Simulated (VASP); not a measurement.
# InP in VASP: one cell, several levels of theory, part 2 of 2

VASP 6.6.1, plane waves, PAW. Earlier steps stand in the parts before.

**3. r2SCAN at this geometry**

File INCAR:

```
ENCUT = 520.000000
SIGMA = 0.010000
EDIFF = 1.00e-07
ALGO = Normal
METAGGA = R2SCAN
PREC = Accurate
IBRION = -1
ISIF = 2
ISMEAR = 0
NBANDS = 16
NELM = 120
NSW = 0
LASPH = .TRUE.
LCHARG = .FALSE.
LWAVE = .FALSE.
LREAL = .FALSE.
```

File KPOINTS:

```
KPOINTS created by Atomic Simulation Environment
0
Gamma
8 8 8
0 0 0
```

File KPOINTS_OPT:

```
special points
6
Reciprocal
0.0000000000 0.0000000000 0.0000000000 1
-0.5000000000 -0.5000000000 0.0000000000 1
-0.3750000000 -0.3750000000 0.2500000000 1
-0.3750000000 0.0000000000 0.3750000000 1
0.0000000000 0.0000000000 0.5000000000 1
-0.5000000000 -0.2500000000 0.2500000000 1
```

File POSCAR:

```
In P
 1.0000000000000000
     0.0000000000000000    2.9537876347999998    2.8651740058000001
     2.9537876347999998    0.0000000000000000    2.8651740058000001
     2.9537876347999998    2.9537876347999998    0.0000000000000000
 In  P
   1   1
Cartesian
  0.0000000000000000  0.0000000000000000  0.0000000000000000
  1.4768938173999999  1.4768938173999999  1.4325870029000001
```

Command:

```sh
mpirun -np 1 vasp_std
```

Standard output, without the iteration lines:

```text
POSCAR found type information on POSCAR InP
 POSCAR found :  2 types and       2 ions
 -----------------------------------------------------------------------------
|                                                                             |
|                                                                             |
|     You enforced a specific xc type in the INCAR file but a different       |
|     I HOPE YOU KNOW WHAT YOU ARE DOING!                                     |
|                                                                             |
 -----------------------------------------------------------------------------

 LDA part: xc-table for (None), standard interpolation
 POSCAR, INCAR and KPOINTS ok, starting setup
 FFT: planning ... GRIDC
 FFT: planning ... GRID_SOFT
 FFT: planning ... GRID
 WAVECAR not read
 entering main loop
 Start KPOINTS_OPT (optional k-point list driver)
k-point batch [1-6\6]
```

OSZICAR:

```text
N       E                     dE             d eps       ncg     rms          rms(c)
DAV:   1     0.872085464602E+02    0.87209E+02   -0.84901E+03  1888   0.127E+03
DAV:   2    -0.281730060754E+02   -0.11538E+03   -0.11058E+03  2104   0.303E+02
DAV:   3    -0.356714304202E+02   -0.74984E+01   -0.74558E+01  2440   0.768E+01
DAV:   4    -0.358797932631E+02   -0.20836E+00   -0.20830E+00  2528   0.135E+01
DAV:   5    -0.358888996514E+02   -0.91064E-02   -0.91062E-02  2776   0.233E+00    0.762E+00
DAV:   6    -0.322920037754E+02    0.35969E+01   -0.16428E+00  2432   0.287E+01    0.399E+00
DAV:   7    -0.322735825084E+02    0.18421E-01   -0.27655E-01  2432   0.392E+00    0.253E+00
DAV:   8    -0.322821994232E+02   -0.86169E-02   -0.17060E-02  2560   0.117E+00    0.113E+00
DAV:   9    -0.322835890151E+02   -0.13896E-02   -0.22057E-03  2240   0.386E-01    0.968E-02
DAV:  10    -0.322836153109E+02   -0.26296E-04   -0.38992E-04  2552   0.210E-01    0.123E-01
DAV:  11    -0.322836483816E+02   -0.33071E-04   -0.41690E-05  2664   0.515E-02    0.699E-02
DAV:  12    -0.322836444917E+02    0.38899E-05   -0.27056E-05  2408   0.689E-02    0.429E-02
DAV:  13    -0.322836437416E+02    0.75007E-06   -0.26838E-06  2512   0.118E-02    0.227E-02
DAV:  14    -0.322836438202E+02   -0.78624E-07   -0.86510E-08  1872   0.412E-03
   1 F= -.32283644E+02 E0= -.32283644E+02  d E =-.543142E-14
       N       E                     dE             ncg
DAV:   1     0.250333313685E+04   -0.28820E+04      192
DAV:   2     0.182943054307E+04   -0.67390E+03      224
DAV:   3     0.178419780495E+04   -0.45233E+02      264
DAV:   4     0.178304176580E+04   -0.11560E+01      248
DAV:   5     0.178297737775E+04   -0.64388E-01      280
DAV:   6     0.178297528411E+04   -0.20936E-02      280
DAV:   7     0.178297524181E+04   -0.42306E-04      304
DAV:   8     0.178297524136E+04   -0.45060E-06      240
DAV:   9     0.178297524135E+04   -0.10379E-07      216
```

Parts of OUTCAR:

```text
k-points           NKPTS =     59   k-points in BZ     NKDIM =     59   number of bands    NBANDS=     16

   NELECT =      18.0000    total number of electrons

   dimension x,y,z NGX =    32 NGY =   32 NGZ =   32
   dimension x,y,z NGXF=    64 NGYF=   64 NGZF=   64

  energy-cutoff  :      520.00
  volume of cell :       50.00
      direct lattice vectors                 reciprocal lattice vectors
     0.000000000  2.953787635  2.865174006    -0.169274187  0.169274187  0.174509471
     2.953787635  0.000000000  2.865174006     0.169274187 -0.169274187  0.174509471
     2.953787635  2.953787635  0.000000000     0.169274187  0.169274187 -0.174509471

 k-points in reciprocal lattice and weights: KPOINTS created by Atomic Simulation Env
   0.00000000  0.00000000  0.00000000       0.002
   0.12500000  0.00000000  0.00000000       0.016
   0.25000000  0.00000000  0.00000000       0.016
   0.37500000  0.00000000  0.00000000       0.016
   0.50000000  0.00000000  0.00000000       0.008
   0.12500000  0.12500000  0.00000000       0.004
   0.25000000  0.12500000  0.00000000       0.016
   0.37500000  0.12500000  0.00000000       0.016
[... 51 more k-points ...]

 E-fermi :   5.2282

 k-point     1 :       0.0000    0.0000    0.0000
  band No.  band energies     occupation
      1      -9.5873      2.00000
      2      -9.5873      2.00000
      3      -9.5743      2.00000
      4      -9.4029      2.00000
      5      -9.3984      2.00000
      6      -6.9592      2.00000
      7       5.0376      2.00000
      8       5.0376      2.00000
      9       5.1819      2.00000
     10       6.2904      0.00000
     11       9.4988      0.00000
     12       9.5500      0.00000
     13       9.5500      0.00000
     14      14.2385      0.00000
     15      14.7785      0.00000
     16      15.2410      0.00000

 k-point     2 :       0.1250    0.0000    0.0000
  band No.  band energies     occupation
      1      -9.6063      2.00000
      2      -9.5788      2.00000
      3      -9.5698      2.00000
      4      -9.4033      2.00000
      5      -9.3977      2.00000
      6      -6.7684      2.00000
      7       3.5870      2.00000
      8       4.8345      2.00000
      9       4.9520      2.00000
     10       7.1629      0.00000
     11       9.6563      0.00000
     12       9.8300      0.00000
     13       9.8604      0.00000
     14      14.1841      0.00000
     15      14.4819      0.00000
     16      15.0813      0.00000

 k-point     3 :       0.2500    0.0000    0.0000
  band No.  band energies     occupation
      1      -9.6564      2.00000
      2      -9.5608      2.00000
      3      -9.5527      2.00000
      4      -9.4020      2.00000
      5      -9.3935      2.00000
      6      -6.2378      2.00000
      7       1.5864      2.00000
      8       4.4263      2.00000
      9       4.5829      2.00000
     10       7.2828      0.00000
     11      10.2129      0.00000
     12      10.2766      0.00000
     13      10.8943      0.00000
     14      14.0832      0.00000
     15      14.1536      0.00000
     16      14.8215      0.00000

 k-point     4 :       0.3750    0.0000    0.0000
  band No.  band energies     occupation
      1      -9.7030      2.00000
      2      -9.5467      2.00000
      3      -9.5386      2.00000
      4      -9.3970      2.00000
      5      -9.3849      2.00000
      6      -5.5309      2.00000
      7      -0.0922      2.00000
      8       4.0909      2.00000
      9       4.2820      2.00000
     10       7.0540      0.00000
     11      10.2105      0.00000
     12      10.4123      0.00000
     13      12.2541      0.00000
     14      14.5457      0.00000
     15      15.1508      0.00000
     16      15.2020      0.00000

 k-point     5 :       0.5000    0.0000    0.0000
  band No.  band energies     occupation
      1      -9.7214      2.00000
      2      -9.5422      2.00000
      3      -9.5340      2.00000
      4      -9.3936      2.00000
      5      -9.3800      2.00000
      6      -5.1291      2.00000
      7      -0.8302      2.00000
      8       3.9664      2.00000
      9       4.1708      2.00000
     10       6.9548      0.00000
     11      10.1398      0.00000
     12      10.3762      0.00000
     13      12.6616      0.00000
     14      15.1995      0.00000
     15      16.2240      0.00000
     16      16.4536      0.00000

 k-point     6 :       0.1250    0.1250    0.0000
  band No.  band energies     occupation
      1      -9.6146      2.00000
      2      -9.5706      2.00000
      3      -9.5706      2.00000
      4      -9.4105      2.00000
      5      -9.3921      2.00000
      6      -6.6963      2.00000
      7       3.6900      2.00000
      8       4.4891      2.00000
      9       4.4891      2.00000
     10       7.7168      0.00000
     11       8.7992      0.00000
     12      10.3089      0.00000
     13      10.3089      0.00000
     14      13.5859      0.00000
     15      14.9421      0.00000
     16      15.5786      0.00000

 k-point     7 :       0.2500    0.1250    0.0000
  band No.  band energies     occupation
      1      -9.6592      2.00000
      2      -9.5527      2.00000
      3      -9.5515      2.00000
      4      -9.4163      2.00000
      5      -9.3854      2.00000
      6      -6.2716      2.00000
      7       2.1220      2.00000
      8       4.0336      2.00000
      9       4.1646      2.00000
     10       8.0724      0.00000
     11       8.9423      0.00000
     12      10.9031      0.00000
     13      10.9390      0.00000
     14      13.2305      0.00000
     15      14.9385      0.00000
     16      16.0548      0.00000

 k-point     8 :       0.3750    0.1250    0.0000
  band No.  band energies     occupation
      1      -9.7031      2.00000
      2      -9.5373      2.00000
      3      -9.5356      2.00000
      4      -9.4144      2.00000
      5      -9.3785      2.00000
      6      -5.6059      2.00000
      7       0.4139      2.00000
      8       3.7161      2.00000
      9       3.7326      2.00000
     10       7.8521      0.00000
     11       9.7725      0.00000
     12      10.9577      0.00000
     13      11.3109      0.00000
     14      14.2894      0.00000
     15      15.7450      0.00000
     16      15.7580      0.00000

[... the tables of k-points 9 to 59 left out ...]

  Total        0.5164076      0.5164076      0.9075064      0.0000000      0.0000000      0.0000000
  in kB       16.5486922     16.5486922     29.0817624      0.0000000      0.0000000      0.0000000
  external PRESSURE =      20.7263822 kB  Pullay stress =       0.0000000 kB

 POSITION                                       TOTAL-FORCE (eV/Angst)
 -----------------------------------------------------------------------------------
      0.00000      0.00000      0.00000         0.000000      0.000000     -0.000000
      1.47689      1.47689      1.43259        -0.000000     -0.000000      0.000000
 -----------------------------------------------------------------------------------
    total drift:                                0.000001      0.000001     -0.000008

  FREE ENERGIE OF THE ION-ELECTRON SYSTEM (eV)
  ---------------------------------------------------
  free  energy   TOTEN  =       -32.2836438202 eV

  energy  without entropy=      -32.2836438202  energy(sigma->0) =      -32.28364382
```

Hardware: 1 MPI rank of Intel Xeon Platinum 8488C, shared host.

The levels at the points of KPOINTS_OPT are read from vasprun.xml.

Levels at the named points, in eV from the top of band v (v: the last filled band by count, c: the next):

| point | v−1 | v | c | c+1 |
| --- | --- | --- | --- | --- |
| Γ | -0.14 | 0.00 | 1.11 | 4.32 |
| X | -2.65 | -2.65 | 1.79 | 2.26 |
| U | -3.53 | -2.25 | 2.39 | 4.50 |
| K | -3.54 | -2.07 | 2.63 | 4.77 |
| L | -1.22 | -1.01 | 1.77 | 4.96 |
| W | -3.18 | -3.12 | 4.41 | 4.64 |

The r2SCAN gap is 1.11 eV, direct at Γ. Pressure: 2.07 GPa; the forces vanish within 0.01 eV/Å.

**4. Results**

This closing draws on all 2 parts.

```
 level  gap (eV)  pressure (GPa)  Ansatz: gap (eV)  Ansatz: pressure (GPa)
   PBE      0.65            3.76              0.66                    3.82
r2SCAN      1.11            2.07              1.10                    2.17
```

**Reading.** The gap runs from 0.65 eV (PBE) to 1.11 eV (r2SCAN). Spin-orbit coupling is left out, though the cell holds In (Z = 49); in an element this heavy it can shift bands and gaps by tenths of an eV. The pressure is highest with PBE (3.8 GPa) and lowest with r2SCAN (2.1 GPa), which orders the cells that they would relax to. The two programs agree on the gap within 0.01 eV, far less than the spread between functionals. Each program uses its own PAW datasets and cutoff.
